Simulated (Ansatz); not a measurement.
**In under changes of volume**

One of the cells (26.540 Å³/atom); the others are scaled copies at fixed shape and fractional positions:

```
In
1.0
     3.33548    0.00000    0.00000
    -1.66774    2.88861    0.00000
     0.00000    0.00000    5.50914
In
2
Direct
  0.66667 0.33333 0.75000
  0.33333 0.66667 0.25000
```

This isn't the form of In at room conditions, which is tetragonal.

- Program: Ansatz 0.2.0
- Functional: PBEsol
- Potentials or basis: all-electron LAPW, scalar-relativistic
- Cutoff: 168 eV (chosen from the basis error)
- Basis error allowed: 0.001 eV/atom
- k mesh: 9 × 9 × 5
- Occupations: fermi-dirac, width 0.05 eV
- Spin: no spin polarisation

```csv
volume (Å³/atom),energy over the lowest point (meV/atom),pressure (GPa)
24.948,2.37,1.3
25.478,0.00,0.3
26.009,?,?
26.540,4.42,-1.4
27.071,10.37,-2.0
27.602,18.22,-2.6
28.133,27.64,-3.0
```

Task: What does the run at 26.009 Å³/atom give?

Result: Energy over the lowest point 0.82 meV/atom; pressure -0.6 GPa.

Worked out: A Birch-Murnaghan fit of order 3 (a polynomial in V^(-2/3)) to the other rows has its minimum at 25.59 Å³/atom with B0 = V·E''(V) = 46 GPa and B' = 7.1 at fixed shape and positions, which overstates the stiffness. It gives 0.84 meV/atom at 26.009 Å³/atom, against the run's 0.82, and -dE/dV = -0.7 GPa, against -0.6.

Energies are extrapolated to zero smearing.
